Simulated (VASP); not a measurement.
Level of theory: PBE GGA, VASP's PBE PAW potentials (set 64) (plane waves; VASP).

Input for VASP

KPOINTS:
```
kpoints
0
G
8 8 8
```

POSCAR:
```
NaBr
1.0
  0.0000000000   3.0090669175   3.0090669175
  3.0090669175   0.0000000000   3.0090669175
  3.0090669175   3.0090669175   0.0000000000
Na Br
1 1
Direct
  0.0000000000   0.0000000000   0.0000000000
  0.5000000000   0.5000000000   0.5000000000
```

### INCAR
```
ALGO  =  Normal
EDIFF  =  1E-8
ENCUT  =  400
GGA  =  PE
IBRION  =  8
ISMEAR  =  0
LASPH  =  T
LCHARG  =  F
LEPSILON  =  T
LMAXMIX  =  4
LREAL  =  F
LWAVE  =  F
NELM  =  100
NSW  =  1
PREC  =  Accurate
SIGMA  =  0.01
SYSTEM  =  NaBr
```

POTCAR, in this order: Na_pv Br (PBE.64 set). Program: vasp_std.

The resulting files:

**OUTCAR**
```
 ion  position               nearest neighbor table
   1  0.000  0.000  0.000-
   2  0.500  0.500  0.500-
  LATTYP: Found a face centered cubic cell.
 ALAT       =     6.0181338350
 Subroutine PRICEL returns:
 Original cell was already a primitive cell.
 Subroutine GETGRP returns: Found 48 space group operations
The static configuration has the point symmetry O_h .
The dynamic configuration has the point symmetry O_h .
 Subroutine INISYM returns: Found 48 space group operations
 Subroutine IBZKPT returns following result:
 Found     29 irreducible k-points:

 Following reciprocal coordinates:
            Coordinates               Weight
  0.000000  0.000000  0.000000      1.000000
  0.125000  0.000000  0.000000      8.000000
  0.250000  0.000000  0.000000      8.000000
  0.375000  0.000000  0.000000      8.000000
  0.500000  0.000000  0.000000      4.000000
  0.125000  0.125000  0.000000      6.000000
  0.250000  0.125000  0.000000     24.000000
  0.375000  0.125000  0.000000     24.000000
  0.500000  0.125000  0.000000     24.000000
 -0.375000  0.125000  0.000000     24.000000
 -0.250000  0.125000  0.000000     24.000000
 -0.125000  0.125000  0.000000     12.000000
  0.250000  0.250000  0.000000      6.000000
  0.375000  0.250000  0.000000     24.000000
  0.500000  0.250000  0.000000     24.000000
 -0.375000  0.250000  0.000000     24.000000
 -0.250000  0.250000  0.000000     12.000000
  0.375000  0.375000  0.000000      6.000000
  0.500000  0.375000  0.000000     24.000000
 -0.375000  0.375000  0.000000     12.000000
  0.500000  0.500000  0.000000      3.000000
  0.375000  0.250000  0.125000     24.000000
  0.500000  0.250000  0.125000     48.000000
 -0.375000  0.250000  0.125000     24.000000
  0.500000  0.375000  0.125000     24.000000
 -0.375000  0.375000  0.125000     48.000000
 -0.250000  0.375000  0.125000     24.000000
 -0.375000  0.500000  0.125000     12.000000
 -0.250000  0.500000  0.250000      6.000000
 Subroutine IBZKPT_HF returns following result:
   k-points           NKPTS =     29   k-points in BZ     NKDIM =     29   number of bands    NBANDS=     11
   number of dos      NEDOS =    301   number of ions     NIONS =      2
   total plane-waves  NPLWV =  21952
   dimension x,y,z NGX =    28 NGY =   28 NGZ =   28
   dimension x,y,z NGXF=    56 NGYF=   56 NGZF=   56
   ions per type =               1   1
   PREC   = accura    normal or accurate (medium, high low for compatibility)
   ISTART =      0    job   : 0-new  1-cont  2-samecut
   ICHARG =      2    charge: 1-file 2-atom 10-const
   ISPIN  =      1    spin polarized calculation?
   LNONCOLLINEAR =      F non collinear calculations
   LSORBIT =      F    spin-orbit coupling
   INIWAV =      1    electr: 0-lowe 1-rand  2-diag
   ENCUT  =  400.0 eV  29.40 Ry    5.42 a.u.   6.94  6.94  6.94*2*pi/ulx,y,z
   NELM   =    100;   NELMIN=  2; NELMDL= -5     # of ELM steps
   EDIFF  = 0.1E-07   stopping-criterion for ELM
   LREAL  =      F    real-space projection
   NLSPLINE    = F    spline interpolate recip. space projectors
   LMAXMIX     =    4 max onsite mixed and CHGCAR
   VOSKOWN=      0    Vosko Wilk Nusair interpolation
   EDIFFG = 0.1E-06   stopping-criterion for IOM
   NSW    =      1    number of steps for IOM
   NBLOCK =      1;   KBLOCK =      1    inner block; outer block
   IBRION =      8    ionic relax: 0-MD 1-quasi-New 2-CG
   NFREE  =      0    steps in history (QN), initial steepest desc. (CG)
   ISIF   =      2    stress and relaxation
   ISYM   =      2    0-nonsym 1-usesym 2-fastsym
   TEIN   =    0.0    initial temperature
   TEBEG  =    0.0;   TEEND  =   0.0 temperature during run
...
```

### OSZICAR
```
...
RMM:   6    -0.349852074826E+00   -0.72642E-08   -0.30221E-08  1206   0.129E-03
 Linear response to external field (no local field effect), progress :
  Direction:   2
       N       E                     dE             d eps       ncg     rms          rms(c)
RMM:   1    -0.312742187763E+00   -0.31274E+00   -0.61765E-01  1035   0.523E+00
RMM:   2    -0.353464018272E+00   -0.40722E-01   -0.19784E-02  1281   0.917E-01
RMM:   3    -0.353557984587E+00   -0.93966E-04   -0.25794E-04  1216   0.114E-01
RMM:   4    -0.353559588455E+00   -0.16039E-05   -0.12766E-05  1252   0.293E-02
RMM:   5    -0.353559770490E+00   -0.18203E-06   -0.38745E-07  1224   0.461E-03
RMM:   6    -0.353559775730E+00   -0.52401E-08   -0.26580E-08  1227   0.130E-03
 Linear response to external field (no local field effect), progress :
  Direction:   3
       N       E                     dE             d eps       ncg     rms          rms(c)
RMM:   1    -0.227433685140E+00   -0.22743E+00   -0.43344E-01  1038   0.459E+00
RMM:   2    -0.248683604032E+00   -0.21250E-01   -0.12319E-02  1225   0.776E-01
RMM:   3    -0.248767199380E+00   -0.83595E-04   -0.19845E-04  1167   0.111E-01
RMM:   4    -0.248768787893E+00   -0.15885E-05   -0.90405E-06  1195   0.254E-02
RMM:   5    -0.248768931324E+00   -0.14343E-06   -0.37305E-07  1170   0.537E-03
RMM:   6    -0.248768940394E+00   -0.90700E-08   -0.30383E-08  1149   0.150E-03
 Linear response to external field, progress :
  Direction:   1
       N       E                     dE             d eps       ncg     rms          rms(c)
RMM:   1    -0.286480647592E+00   -0.28648E+00   -0.59540E-01  2105   0.490E+00
RMM:   2    -0.317297952896E+00   -0.30817E-01   -0.15545E-02  2552   0.829E-01    0.126E+00
RMM:   3    -0.288092655974E+00    0.29205E-01   -0.43551E-02  2216   0.952E-01    0.626E-01
RMM:   4    -0.303229220321E+00   -0.15137E-01   -0.39713E-02  2241   0.933E-01    0.154E-01
RMM:   5    -0.318577366906E+00   -0.15348E-01   -0.10715E-03  2336   0.279E-01    0.250E-02
RMM:   6    -0.318242180624E+00    0.33519E-03   -0.52418E-05  2356   0.530E-02    0.116E-02
RMM:   7    -0.318482089791E+00   -0.23991E-03   -0.17732E-05  2239   0.268E-02    0.364E-03
RMM:   8    -0.318662409840E+00   -0.18032E-03   -0.13918E-06  2381   0.975E-03    0.502E-04
RMM:   9    -0.318668259785E+00   -0.58499E-05   -0.80167E-08  2505   0.242E-03    0.805E-05
RMM:  10    -0.318671808713E+00   -0.35489E-05    0.87661E-09  2480   0.663E-04    0.319E-05
RMM:  11    -0.318672520273E+00   -0.71156E-06    0.37088E-08  1918   0.204E-04    0.955E-06
 Linear response to external field, progress :
  Direction:   2
       N       E                     dE             d eps       ncg     rms          rms(c)
RMM:   1    -0.286555212269E+00   -0.28656E+00   -0.59615E-01  2111   0.493E+00
RMM:   2    -0.317292737801E+00   -0.30738E-01   -0.15491E-02  2555   0.835E-01    0.126E+00
RMM:   3    -0.288086247284E+00    0.29206E-01   -0.43582E-02  2219   0.953E-01    0.626E-01
RMM:   4    -0.303229017396E+00   -0.15143E-01   -0.39773E-02  2244   0.935E-01    0.154E-01
RMM:   5    -0.318585806692E+00   -0.15357E-01   -0.10781E-03  2341   0.279E-01    0.250E-02
RMM:   6    -0.318246657599E+00    0.33915E-03   -0.53072E-05  2362   0.530E-02    0.115E-02
RMM:   7    -0.318479950246E+00   -0.23329E-03   -0.17448E-05  2251   0.267E-02    0.358E-03
RMM:   8    -0.318662583717E+00   -0.18263E-03   -0.13681E-06  2388   0.974E-03    0.503E-04
RMM:   9    -0.318667976487E+00   -0.53928E-05   -0.80235E-08  2504   0.244E-03    0.859E-05
RMM:  10    -0.318671670078E+00   -0.36936E-05    0.12826E-08  2491   0.673E-04    0.321E-05
RMM:  11    -0.318672338918E+00   -0.66884E-06    0.21877E-08  1920   0.205E-04    0.974E-06
 Linear response to external field, progress :
  Direction:   3
       N       E                     dE             d eps       ncg     rms          rms(c)
RMM:   1    -0.286560038693E+00   -0.28656E+00   -0.59620E-01  2111   0.493E+00
RMM:   2    -0.317292670012E+00   -0.30733E-01   -0.15487E-02  2551   0.834E-01    0.126E+00
RMM:   3    -0.288085991790E+00    0.29207E-01   -0.43581E-02  2219   0.953E-01    0.626E-01
RMM:   4    -0.303228894896E+00   -0.15143E-01   -0.39773E-02  2246   0.935E-01    0.154E-01
RMM:   5    -0.318585961417E+00   -0.15357E-01   -0.10781E-03  2340   0.279E-01    0.250E-02
RMM:   6    -0.318246682731E+00    0.33928E-03   -0.53067E-05  2362   0.530E-02    0.115E-02
RMM:   7    -0.318479935845E+00   -0.23325E-03   -0.17443E-05  2250   0.267E-02    0.357E-03
RMM:   8    -0.318662557014E+00   -0.18262E-03   -0.13684E-06  2379   0.974E-03    0.503E-04
RMM:   9    -0.318667960878E+00   -0.54039E-05   -0.81895E-08  2505   0.244E-03    0.861E-05
RMM:  10    -0.318671650161E+00   -0.36893E-05   -0.21115E-09  2490   0.673E-04    0.321E-05
RMM:  11    -0.318672318551E+00   -0.66839E-06   -0.35886E-09  1918   0.205E-04    0.977E-06
 Linear response DOF=           2
 Linear response progress:
  Degree of freedom:   1/  2
       N       E                     dE             d eps       ncg     rms          rms(c)
RMM:   1    -0.158003174770E+00   -0.15800E+00   -0.36874E-01  1453   0.640E+00
RMM:   2    -0.161704279744E+00   -0.37011E-02   -0.22645E-02  2038   0.122E+00    0.234E-02
RMM:   3    -0.161827232645E+00   -0.12295E-03   -0.66538E-04  2249   0.227E-01    0.104E-02
RMM:   4    -0.161856242717E+00   -0.29010E-04   -0.81318E-05  2478   0.799E-02    0.307E-03
RMM:   5    -0.161864929113E+00   -0.86864E-05   -0.25379E-06  2568   0.148E-02    0.157E-03
RMM:   6    -0.161871352359E+00   -0.64232E-05   -0.28006E-07  2281   0.533E-03    0.198E-04
RMM:   7    -0.161871415886E+00   -0.63526E-07   -0.34454E-08  2645   0.150E-03    0.164E-04
RMM:   8    -0.161870809128E+00    0.60676E-06   -0.95784E-09  2406   0.594E-04    0.939E-05
RMM:   9    -0.161870951335E+00   -0.14221E-06    0.13280E-09  2570   0.279E-04    0.250E-05
RMM:  10    -0.161870872283E+00    0.79052E-07    0.12167E-08  2690   0.135E-04    0.100E-05
RMM:  11    -0.161870850221E+00    0.22062E-07    0.12068E-08  2662   0.568E-05    0.325E-06
RMM:  12    -0.161870844707E+00    0.55143E-08    0.89524E-09  2681   0.299E-05    0.910E-07
 Linear response progress:
  Degree of freedom:   2/  2
       N       E                     dE             d eps       ncg     rms          rms(c)
RMM:   1    -0.139983825582E+00   -0.13998E+00    0.99339E-02  2602   0.197E+00
RMM:   2    -0.140814444890E+00   -0.83062E-03   -0.98414E-04  2348   0.291E-01    0.512E-02
RMM:   3    -0.141359146343E+00   -0.54470E-03   -0.90275E-05  2313   0.831E-02    0.271E-02
RMM:   4    -0.142032456970E+00   -0.67331E-03   -0.73151E-05  2234   0.607E-02    0.784E-03
RMM:   5    -0.142075141947E+00   -0.42685E-04   -0.38263E-06  2305   0.202E-02    0.258E-03
RMM:   6    -0.142065347581E+00    0.97944E-05   -0.32576E-07  2482   0.493E-03    0.162E-03
RMM:   7    -0.142054879086E+00    0.10468E-04   -0.11262E-07  2116   0.268E-03    0.692E-04
RMM:   8    -0.142059204522E+00   -0.43254E-05   -0.15521E-08  2244   0.928E-04    0.168E-04
RMM:   9    -0.142059207598E+00   -0.30762E-08   -0.53915E-09  2425   0.353E-04    0.419E-05
 Linear response finished
```

File OUTCAR:
```
------------------------ aborting loop because EDIFF is reached ----------------------------------------

 HEAD OF MICROSCOPIC STATIC DIELECTRIC TENSOR (INDEPENDENT PARTICLE, excluding Hartree and local field effects)
 ------------------------------------------------------
           3.107993    -0.000000     0.000000
          -0.000000     3.107993    -0.000000
          -0.000000    -0.000000     3.107993
 ------------------------------------------------------

 MACROSCOPIC STATIC DIELECTRIC TENSOR (including local field effects in DFT)
 ------------------------------------------------------
           2.836888    -0.000000    -0.000000
           0.000000     2.836888     0.000000
          -0.000000    -0.000000     2.836888
 ------------------------------------------------------

 PIEZOELECTRIC TENSOR (including local field effects)  for field in x, y, z        (e  Angst)
          XX          YY          ZZ          XY          YZ          ZX
  --------------------------------------------------------------------------------
  x     0.00000     0.00000     0.00000     0.00000     0.00000     0.00000
  y     0.00000     0.00000     0.00000     0.00000     0.00000     0.00000
  z     0.00000     0.00000     0.00000     0.00000     0.00000     0.00000

 PIEZOELECTRIC TENSOR (including local field effects)  for field in x, y, z        (C/m^2)
          XX          YY          ZZ          XY          YZ          ZX
  --------------------------------------------------------------------------------
  x     0.00000     0.00000     0.00000     0.00000     0.00000     0.00000
  y     0.00000     0.00000     0.00000     0.00000     0.00000     0.00000
  z     0.00000     0.00000     0.00000     0.00000     0.00000     0.00000

 BORN EFFECTIVE CHARGES (including local field effects) (in |e|, cummulative output)
 ---------------------------------------------------------------------------------
 ion    1
    1     1.13895     0.00000     0.00000
    2    -0.00000     1.13895     0.00000
    3     0.00000     0.00000     1.13895
 ion    2
    1    -1.13895    -0.00000     0.00000
    2     0.00000    -1.13895     0.00000
    3     0.00000     0.00000    -1.13895

   1 f  =    3.767764 THz    23.673563 2PiTHz  125.679095 cm-1    15.582215 meV
             X         Y         Z           dx          dy          dz
      0.000000  0.000000  0.000000    -0.882039    0.000000    0.000000
      3.009067  3.009067  3.009067     0.471176    0.000000    0.000000

   2 f  =    3.767764 THz    23.673563 2PiTHz  125.679095 cm-1    15.582215 meV
             X         Y         Z           dx          dy          dz
      0.000000  0.000000  0.000000     0.000000   -0.882039   -0.000000
      3.009067  3.009067  3.009067     0.000000    0.471176    0.000000

   3 f  =    3.767764 THz    23.673563 2PiTHz  125.679095 cm-1    15.582215 meV
             X         Y         Z           dx          dy          dz
      0.000000  0.000000  0.000000     0.000000   -0.000000    0.882039
      3.009067  3.009067  3.009067     0.000000   -0.000000   -0.471176

   4 f/i=    0.006463 THz     0.040606 2PiTHz    0.215572 cm-1     0.026728 meV
             X         Y         Z           dx          dy          dz
      0.000000  0.000000  0.000000     0.000000    0.329444   -0.336858
      3.009067  3.009067  3.009067     0.000000    0.616718   -0.630597

   5 f/i=    0.006463 THz     0.040606 2PiTHz    0.215572 cm-1     0.026728 meV
             X         Y         Z           dx          dy          dz
      0.000000  0.000000  0.000000    -0.471176    0.000000    0.000000
      3.009067  3.009067  3.009067    -0.882039    0.000000    0.000000

   6 f/i=    0.006463 THz     0.040606 2PiTHz    0.215572 cm-1     0.026728 meV
             X         Y         Z           dx          dy          dz
      0.000000  0.000000  0.000000     0.000000   -0.336858   -0.329444
      3.009067  3.009067  3.009067     0.000000   -0.630597   -0.616718

 MACROSCOPIC STATIC DIELECTRIC TENSOR IONIC CONTRIBUTION
 ------------------------------------------------------
           4.163426     0.000000     0.000000
           0.000000     4.163426     0.000000
           0.000000     0.000000     4.163426
 ------------------------------------------------------

 ELASTIC MODULI CONTR FROM IONIC RELAXATION (kBar)
 Direction    XX          YY          ZZ          XY          YZ          ZX
 --------------------------------------------------------------------------------
 XX           0.0000      0.0000      0.0000      0.0000      0.0000      0.0000
 YY           0.0000      0.0000      0.0000      0.0000      0.0000      0.0000
 ZZ           0.0000      0.0000      0.0000      0.0000      0.0000      0.0000
 XY           0.0000      0.0000      0.0000      0.0000      0.0000      0.0000
 YZ           0.0000      0.0000      0.0000      0.0000      0.0000      0.0000
 ZX           0.0000      0.0000      0.0000      0.0000      0.0000      0.0000
 --------------------------------------------------------------------------------

 PIEZOELECTRIC TENSOR IONIC CONTR  for field in x, y, z        (C/m^2)
          XX          YY          ZZ          XY          YZ          ZX
  --------------------------------------------------------------------------------
  x     0.00000     0.00000     0.00000     0.00000     0.00000     0.00000
  y     0.00000     0.00000     0.00000     0.00000     0.00000     0.00000
  z     0.00000     0.00000     0.00000     0.00000     0.00000     0.00000
```
(Selected blocks of OUTCAR.)

The compound is NaBr in the rock salt structure. It was relaxed first.
